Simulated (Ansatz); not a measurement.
The system is MoP.

```
Mo P
1.0
     3.22300    0.00000    0.00000
    -1.61150    2.79120    0.00000
     0.00000    0.00000    3.19100
Mo P
1 1
Direct
  0.00000 0.00000 0.00000
  0.33333 0.66667 0.50000
```

Base run:

* Program: Ansatz 0.2.0
* Functional: LDA
* Potentials or basis: Ansatz PAW
* Cutoff: 420 eV (not typed: the program's choice for these potentials)
* k mesh: 10 × 10 × 8
* Occupations: fermi-dirac, width 0.05 eV
* Spin: no spin polarisation

Its results: band gap on the k mesh none (metal or under the smearing width); pressure -7.4 GPa.

Problem. After a change of settings the same cell gave: band gap on the k mesh none (metal or under the smearing width); pressure 0.7 GPa. Which change was it?
A. functional from LDA to r2SCAN; cutoff from 420 eV (not typed: the program's choice for these potentials) to 500 eV (not typed: the program's choice for these potentials)
B. functional from LDA to BLYP
C. functional from LDA to PBE
D. functional from LDA to PBEsol

Solution. A.

Caveats: the PAW data sets come from PBE, with cores solved anew for the run's functional, which leaves a small shift of forces and pressure.
